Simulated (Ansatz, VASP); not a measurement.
NaCl: VASP beside Ansatz

```
Na Cl
1.0
     2.87894    0.00000    0.00000
     0.00000    2.87894    0.00000
     0.00000    0.00000    2.87894
Na Cl
1 1
Direct
  0.00000 0.00000 0.00000
  0.50000 0.50000 0.50000
```

Change from the starting cell: volume scaled by 1.02, PAW files.

Alike in both runs: task electric field gradients; functional PBEsol; k mesh 9 × 9 × 9; occupations fermi-dirac, width 0.03 eV; no spin polarisation.

```csv
,VASP,Ansatz
version,VASP 6.6.1,Ansatz 0.2.0
potentials or method,"VASP PAW PBE potentials, release 64 (Na_pv, Cl)","PAW with Ansatz's default frozen-core files, scalar-relativistic"
plane-wave cutoff (eV),520,420
valence electrons in the cell,14,16
```

Ansatz gave:

| Property | Result |
| --- | --- |
| gap on the k mesh at the Fermi level (eV) | 4.57 |
| pressure (GPa) | 54.8 |
| Vzz of the field gradient on the site that differs most (V/Å²) | 0.0 |

Task: Which values does VASP return?

Result: gap on the k mesh at the Fermi level (eV): 4.63; pressure (GPa): 55.3; Vzz of the field gradient on the site that differs most (V/Å²): 0.0.

The two sets of potentials don't hold the same shells in valence.

Caveats: so large a pressure means that the cell lies far from this level's equilibrium, or that cutoff or potentials fall short (VASP); the potentials were made for another functional, which shifts forces and pressure (VASP); an odd mesh through Γ misses points on the zone boundary, where band edges often lie.
